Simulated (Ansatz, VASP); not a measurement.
In: VASP beside Ansatz

```
In
1.0
     3.17166    0.00000    0.00000
    -1.58583    2.74674    0.00000
     0.00000    0.00000    3.01982
In
1
Direct
  0.00000 0.00000 0.00000
```

Alike in both runs: functional PBEsol; k mesh 21 × 21 × 18; occupations gaussian, width 0.1 eV; no spin polarisation.

Ansatz relaxed the structure, and its values are those at the end. VASP's run is a single point on that final structure, the one shown.

```csv
,VASP,Ansatz
version,VASP 6.6.1,Ansatz 0.2.0
potentials or method,"VASP PAW PBE potentials, release 64 (In_d)","scalar-relativistic, plane waves, PAW"
plane-wave cutoff (eV),520,420
valence electrons in the cell,13,13
```

|  | VASP | Ansatz | Ansatz less VASP |
| --- | --- | --- | --- |
| gap on the k mesh at the Fermi level (eV) | none | none | - |
| pressure (GPa) | 0.0 | 0.0 | +0.04 |

A gap of «none» marks a metal or a gap that the smearing closes.

Caveats: the PAW data sets were made with another functional, which shifts forces and pressure a little (VASP).
